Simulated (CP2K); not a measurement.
Runs of CP2K 2026.2 on PbS (Galena). It takes space group Fm-3m (No. 225, cubic). Conventional cell: a = 5.931 Å, b = 5.931 Å, c = 5.931 Å, α = 90.00°, β = 90.00°, γ = 90.00°. Pb (site symmetry m-3m) has 6 S at 2.97 Å as nearest neighbours. S (site symmetry m-3m) has 6 Pb at 2.97 Å as nearest neighbours. 

| task | level | potentials or basis | smearing | EPS_DEFAULT | points a segment of the path (NPOINTS) | bands added on the path | CUTOFF of the grids | cutoff of the non-local correlation (Ry) | gap on the mesh (eV) | pressure (GPa) |
| --- | --- | --- | --- | --- | --- | --- | --- | --- | --- | --- |
| band structure | AM05 | POTENTIAL_UZH Pb GTH-PBE-q4, S GTH-PBE-q6; TZVP-MOLOPT-PBE-GTH basis | fermi-dirac 0.05 eV | 1.0E-10 | 8 | 6 | 675 Ry | - | 0.13 | 1.6 |
| band structure | HLE17 | POTENTIAL_UZH Pb GTH-PBE-q4, S GTH-PBE-q6; TZVP-MOLOPT-PBE-GTH basis | fermi-dirac 0.05 eV | 1.0E-10 | 8 | 6 | 675 Ry | - | 1.03 | 0.4 |
| band structure | optB88-vdW | POTENTIAL_UZH Pb GTH-PBE-q4, S GTH-PBE-q6; TZVP-MOLOPT-PBE-GTH basis | fermi-dirac 0.05 eV | 1.0E-10 | 8 | 6 | 675 Ry | 300 | 0.37 | (a) |
| band structure | LDA | POTENTIAL_UZH Pb GTH-PBE-q4, S GTH-PBE-q6; TZVP-MOLOPT-PBE-GTH basis | fermi-dirac 0.05 eV | 1.0E-10 | 8 | 6 | 675 Ry | - | 0.09 | (b) |
| band structure | PBEsol | POTENTIAL_UZH Pb GTH-PBE-q4, S GTH-PBE-q6; TZVP-MOLOPT-PBE-GTH basis | fermi-dirac 0.05 eV | 1.0E-10 | 8 | 6 | 675 Ry | - | 0.10 | 1.5 |
| band structure | PW91 | POTENTIAL_UZH Pb GTH-PBE-q4, S GTH-PBE-q6; TZVP-MOLOPT-PBE-GTH basis | fermi-dirac 0.05 eV | 1.0E-10 | 8 | 6 | 675 Ry | - | 0.25 | 3.0 |

Alike in all rows: no spin polarisation; cell as given; k mesh 8 × 8 × 8.

Question: Fill in the values left out.

Answer: (a) 4.1; (b) 1.3.

Caveats: the potentials were made for another functional, which shifts forces and pressure; spin-orbit coupling is left out, which as a rule narrows the gap of such compounds by several tenths of an eV; the basis of atomic orbitals isn't converged, which shifts pressures, moduli and gaps; the potentials were made for a functional far from this one (some runs).

A k mesh can miss the band edges, and the runs leave out spin-orbit coupling on Pb.

Runs at the PBE level aren't shown here.
